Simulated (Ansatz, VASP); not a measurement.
Given: the input of a run of Ansatz 0.2.0 on Br.

File input.yaml:

```yaml
crystal:
  lattice:
    - [3.3855238279, -2.3379315741, 0.0]
    - [3.3855238279, 2.3379315741, 0.0]
    - [0.0, 0.0, 8.7599328054]
  atoms:
    - { symbol: Br, position: [0.3651, 0.6349, 0.3901] }
    - { symbol: Br, position: [0.1349, 0.8651, 0.8901] }
    - { symbol: Br, position: [0.6349, 0.3651, 0.6099] }
    - { symbol: Br, position: [0.8651, 0.1349, 0.1099] }
kpoints:
  mp_grid: { grid: [7, 7, 3] }
scf:
  occupations: { method: fermi_dirac, width: 0.05 }
hamiltonian:
  xc: lda
  pseudopotentials: { kind: all_electron, lapw: { basis_error: 0.002 } }
output:
  forces: true
  stress: true
  eigenvalues: true
```

Potentials or basis: all-electron LAPW, scalar-relativistic.

Command:

```sh
$ ansatz run input.yaml --threads 2 --pin off --max-ram 6144MiB --backend cpu --events-out ev --progress --plain --runs-dir out
```

Task: Set up the same calculation for VASP 6.6.1. Potentials there: VASP PAW LDA potentials, release 64 (Br).

Result: As run (the cutoff follows the program's own potentials):

INCAR

```
ALGO     = Normal         # electronic algorithm
EDIFF    = 1E-6           # SCF threshold, eV
ENCUT    = 520            # plane-wave cutoff, eV
ISIF     = 2              # what is computed and relaxed
ISMEAR   = -1             # smearing method
LASPH    = True           # aspherical terms in the spheres
LCHARG   = True           # write CHGCAR
LELF     = True           # ELF
LREAL    = False          # projectors in reciprocal space
LVHAR    = True         
LWAVE    = False          # write WAVECAR
NBANDS   = 22             # bands
NELM     = 80             # most SCF steps
PREC     = Accurate       # precision mode
SIGMA    = 0.05           # smearing width, eV
```

KPOINTS

```
k-points
0
Gamma
  7 7 3
```

File POSCAR:

```
Br
1.0
    3.3855238279     -2.3379315741      0.0000000000
    3.3855238279      2.3379315741      0.0000000000
    0.0000000000      0.0000000000      8.7599328054
Br
4
Direct
    0.3651000000      0.6349000000      0.3901000000
    0.1349000000      0.8651000000      0.8901000000
    0.6349000000      0.3651000000      0.6099000000
    0.8651000000      0.1349000000      0.1099000000
```

Potentials or basis: VASP PAW LDA potentials, release 64 (Br).

The run is started by

```bash
$ cat potpaw_LDA.64/Br/POTCAR > POTCAR
$ mpirun -np 1 vasp_std > vasp.out
```

Both were run:

|  | VASP | Ansatz | Ansatz less VASP |
| --- | --- | --- | --- |
| gap on the k mesh at the Fermi level (eV) | 1.70 | 1.70 | +0.008 |
| least direct gap on the mesh (eV) | 1.71 | 1.72 | +0.009 |
| pressure (GPa) | -1.7 | -1.7 | -0.03 |
| largest component of the traceless stress (GPa) | 0.65 | 0.64 | -0.008 |
| rms of the force components (eV/Å) | 0.295 | 0.277 | -0.0183 |

Atom by atom the forces differ by 0.019 eV/Å (rms over components). Ansatz ran all-electron here, so the differences hold the error of VASP's frozen core and of both bases.

Caveats: an odd mesh through Γ misses points on the zone boundary, where band edges often lie.
